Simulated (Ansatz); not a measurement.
Method: DFT PBE, scalar-relativistic, plane waves, PAW in Ansatz 0.2.0. All cells share a 420 eV cutoff and Γ-centred k meshes spaced at most 0.3 Å⁻¹ (0.19 for metals, 2π included).

Temperature and zero-point effects are left out. The comparison covers the computed candidates alone. For metals, differences of a few meV/atom aren't resolved. Spin–orbit coupling is left out. No run is spin-polarised.

Question: Order these relaxed structures of Be₂Te by energy, lowest first, with the energy over the lowest of them.
A.

```xyz
3
Lattice="1.8836 1.0875 4.0891 -1.8836 1.0875 4.0891 0.0000 -2.1750 4.0891" Properties=species:S:1:pos:R:3 pbc="T T T"
Be    0.0000    0.0000    9.7201
Be    0.0000    0.0000    6.6969
Te    0.0000    0.0000   12.2062
```

B.

```xyz
3
Lattice="0.0000 3.0437 3.0437 3.0437 0.0000 3.0437 3.0437 3.0437 0.0000" Properties=species:S:1:pos:R:3 pbc="T T T"
Be    1.5218    1.5218    1.5218
Be    4.5655    4.5655    4.5655
Te    0.0000    0.0000    0.0000
```

C.

```xyz
6
Lattice="5.8556 0.0000 0.0000 0.0000 5.8556 0.0000 0.0000 0.0000 3.7715" Properties=species:S:1:pos:R:3 pbc="T T T"
Be    1.7441    1.7441    0.0000
Be    1.1838    4.6719    1.8858
Be    4.1116    4.1116    0.0000
Be    4.6719    1.1838    1.8858
Te    0.0000    0.0000    0.0000
Te    2.9278    2.9278    1.8858
```

Answer: A (0 meV/atom), B (384 meV/atom), C (517 meV/atom).